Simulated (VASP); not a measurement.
W, 1 atom in the cell. It takes space group Fm-3m (No. 225, cubic). The conventional cell has a = 3.992 Å, b = 3.992 Å, c = 3.992 Å, α = 90.00°, β = 90.00°, γ = 90.00°. Around W (site symmetry m-3m) lie 12 W at 2.82 Å. This isn't the form of W at room conditions, which is bcc.

* Program: VASP 6.6.1
* Task: relaxation of cell and atoms
* Functional: r2SCAN
* Dispersion: rVV10
* Potentials or basis: VASP PAW PBE potentials, release 64 (W_sv)
* Cutoff: 600 eV
* k mesh: 18 × 18 × 18
* Occupations: gaussian, width 0.1 eV
* Spin: no spin polarisation
* Further INCAR settings: ALGO = Normal; EDIFF = 1e-07; IBRION = 2; EDIFFG = -0.005; NSW = 90; ISIF = 3

Potentials or basis: VASP PAW PBE potentials, release 64 (W_sv).

Run with:

```bash
$ cat potpaw_PBE.64/W_sv/POTCAR > POTCAR
$ mpirun -np 1 vasp_std > vasp.out
```

Hardware: 1 thread of Intel(R) Xeon(R) Platinum 8259CL CPU @ 2.50GHz (Skylake/Cascade Lake) (shared host).

**Question.** Estimate the wall time of this run.

**Answer.** Wall time 7.3 min on 1 thread of Intel(R) Xeon(R) Platinum 8259CL CPU @ 2.50GHz (Skylake/Cascade Lake), on a shared host, peak memory 0.26 GiB. Counts: scf iterations 50, k points 195, ion steps 4.
